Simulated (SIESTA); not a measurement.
Al2Pt:

```
Pt Al
1.0
     0.00000    2.95500    2.95500
     2.95500    0.00000    2.95500
     2.95500    2.95500    0.00000
Pt Al
1 2
Cartesian
  0.0000 0.0000 0.0000
  4.4325 4.4325 4.4325
  1.4775 1.4775 1.4775
```

Base run:

- Program: SIESTA 5.4.2
- Functional: AM05
- Potentials or basis: PseudoDojo 0.4 standard (PBEsol files)
- Basis: DZP (energy shift 0.003 Ry; two zetas on semicore shells)
- Grid cutoff: 800 Ry
- Energy shift: 0.003 Ry
- k mesh: 8 × 8 × 8
- Occupations: fermi-dirac, width 0.05 eV
- Spin: no spin polarisation

Its results: band gap on the k mesh none (metal or under the smearing width); pressure -0.6 GPa.

Question: After a change of settings the same cell gave: band gap on the k mesh none (metal or under the smearing width); pressure 0.7 GPa. Which change was it?
A. functional from AM05 to BLYP; potentials or basis from PseudoDojo 0.4 standard (PBEsol files) to PseudoDojo 0.4 standard (PBE files)
B. functional from AM05 to WC
C. functional from AM05 to revPBE; potentials or basis from PseudoDojo 0.4 standard (PBEsol files) to PseudoDojo 0.4 standard (PBE files)
D. functional from AM05 to RPBE; potentials or basis from PseudoDojo 0.4 standard (PBEsol files) to PseudoDojo 0.4 standard (PBE files)

Answer: B.

Caveats: short orbitals over semicore shells can move pressures by several GPa; the potentials were made for another functional, which shifts forces and pressure; the basis of atomic orbitals isn't converged, which shifts pressures, moduli and gaps.

Runs at the PBE level aren't shown here.
